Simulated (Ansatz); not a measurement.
**Te2Mo: field gradients at two levels of theory**

Cell: an entry of the Crystallography Open Database (COD), ions relaxed with PBE at fixed cell.

```cif
data_Te2Mo
_symmetry_space_group_name_H-M 'P6_3/mmc'
_symmetry_Int_Tables_number 194
_cell_length_a 3.5182
_cell_length_b 3.5182
_cell_length_c 13.9736
_cell_angle_alpha 90.000
_cell_angle_beta 90.000
_cell_angle_gamma 120.000
loop_
_atom_site_label
_atom_site_type_symbol
_atom_site_symmetry_multiplicity
_atom_site_Wyckoff_symbol
_atom_site_fract_x
_atom_site_fract_y
_atom_site_fract_z
Te Te 4 f 0.3333 0.6667 0.6201
Mo Mo 2 c 0.3333 0.6667 0.2500
```

One atom of each set is listed.

First run. All values are calculated (Ansatz; DFT, PBE, plane waves and PAW, scalar-relativistic, 420 eV cutoff, Γ-centred 14×14×3 k-points, Fermi–Dirac smearing 0.02 eV), not measured.

```json
{"site": "Te", "V_zz (10²¹ V/m²)": "-18.13", "η": "0.00"}
{"site": "Mo", "V_zz (10²¹ V/m²)": "-6.42", "η": "0.00"}
```

Second run. The same atoms and settings, except that spin–orbit coupling is included (fully relativistic PAW files).

**Question.** What does the second run give?

**Answer.** 

```tsv
site	V_zz	η	change of V_zz
Te	-17.74	0.00	+0.39
Mo	-6.39	0.00	+0.03
```

The largest change of V_zz is on Te, from -18.13 to -17.74. In per cent, |V_zz| changes by -2 on Te, 0 on Mo (all sites that start above 0.5).
